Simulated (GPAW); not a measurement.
Set up this calculation in GPAW 26.7.0, as an ASE script.

- Task: relaxation of cell and atoms
- Functional: PBEsol
- Potentials or basis: PAW data sets generated in the run's folder for this functional
- Cutoff: 600 eV
- Basis: pw
- k mesh: 7 × 7 × 7
- Occupations: fermi-dirac, width 0.05 eV
- Spin: no spin polarisation
- Target pressure: 2 GPa
- Maxiter: 150
- Optimizer: BFGS
- Fmax: 0.02 eV/Å
- Max steps: 60
- Target pressure: 2 GPa
- Convergence: density=1e-05 forces=0.0001

Crystal: KCl (Sylvite).

```
K Cl
1.0
     0.00000    3.14647    3.14647
     3.14647    0.00000    3.14647
     3.14647    3.14647    0.00000
K Cl
1 1
Direct
  0.00000 0.00000 0.00000
  0.50000 0.50000 0.50000
```

One way to write it, as run:

run.py

```python
from ase import Atoms
from ase.filters import FrechetCellFilter
from ase.io import write
from ase.optimize import BFGS
from ase.units import GPa
from gpaw import GPAW, PW, setup_paths

setup_paths.insert(0, '.')

atoms = Atoms(['K', 'Cl'],
              cell=[[0.0, 3.14647, 3.14647],
                    [3.14647, 0.0, 3.14647],
                    [3.14647, 3.14647, 0.0]],
              scaled_positions=[[0.0, 0.0, 0.0],
                                [0.5, 0.5, 0.5]],
              pbc=True)

calc = GPAW(mode=PW(600),
            xc='PBEsol',
            kpts={'size': (7, 7, 7), 'gamma': True},
            occupations={'name': 'fermi-dirac', 'width': 0.05},
            nbands=16,
            convergence={'density': 1e-05, 'forces': 0.0001},
            maxiter=150,
            txt='gpaw.txt')
atoms.calc = calc
opt = BFGS(FrechetCellFilter(atoms, scalar_pressure=2 * GPa), trajectory='relax.traj', logfile='-')
done = opt.run(fmax=0.02, steps=60)
calc.write('gs.gpw')
write('result.traj', atoms)
print('Converged:', done)
print('Cell:', atoms.cell.cellpar().round(4))
print('Volume:', round(atoms.get_volume(), 4))
print(atoms.get_scaled_positions().round(5))
```

Potentials or basis: PAW data sets generated in the run's folder for this functional, pw.

Run with:

```bash
$ gpaw-setup -f PBEsol Cl K
$ OMP_NUM_THREADS=1 python run.py
```

It gave:

```json
{
  "Relaxed volume": "27.87 Å³/atom",
  "Relaxed cell": "a = 4.288 Å, b = 4.288 Å, c = 4.288 Å, α = 60.00°, β = 60.00°, γ = 60.00°",
  "Space group after relaxing (to 0.05 Å)": "Fm-3m (No. 225)",
  "Energy change on relaxing (the enthalpy is what falls)": "+13.6 meV/atom",
  "Ionic steps": "4",
  "Pressure after relaxing": "1.9 GPa",
  "Band gap on the k mesh": "5.41 eV, direct"
}
```

Caveat: later steps reuse the first step's grids.

It took 94 s on 1 thread of AMD EPYC 7571 (shared host), peak memory 0.2 GiB.
